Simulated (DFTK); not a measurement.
The system is Tc.

```
Tc
1.0
     0.00000    1.95000    1.95000
     1.95000    0.00000    1.95000
     1.95000    1.95000    0.00000
Tc
1
Direct
  0.00000 0.00000 0.00000
```

This isn't the form of Tc at room conditions, which is hcp.

```yaml
Program: DFTK 0.8.2
Task: single point
Functional: PBE
Potentials_or_basis: dojo.nc.sr.pbe.v0_4_1.standard.upf (PBE)
Cutoff: 1143 eV
k_mesh: 12 × 12 × 12
Occupations: fermi-dirac, width 0.05 eV
Spin: no spin polarisation
```

On this cell: pressure -6.1 GPa; band gap on the k mesh none (metal or under the smearing width).

The same run follows on a disturbed copy (cell strained at random at fixed volume):

```
Tc
1.0
     0.04787    1.96905    1.97138
     2.00713    0.03456    1.98470
     1.97312    1.94836    0.06856
Tc
1
Direct
  0.99325 0.99319 0.03631
```

Question: What does the disturbed cell give?

Answer: The energy (extrapolated to zero smearing) moves by +20.6 meV/atom; pressure -5.5 GPa; band gap on the k mesh none (metal or under the smearing width).

Stress tensor (GPa, compression positive):
```
-7.20 -0.70 -6.79
-0.70 -4.79 -4.95
-6.79 -4.95 -4.43
```
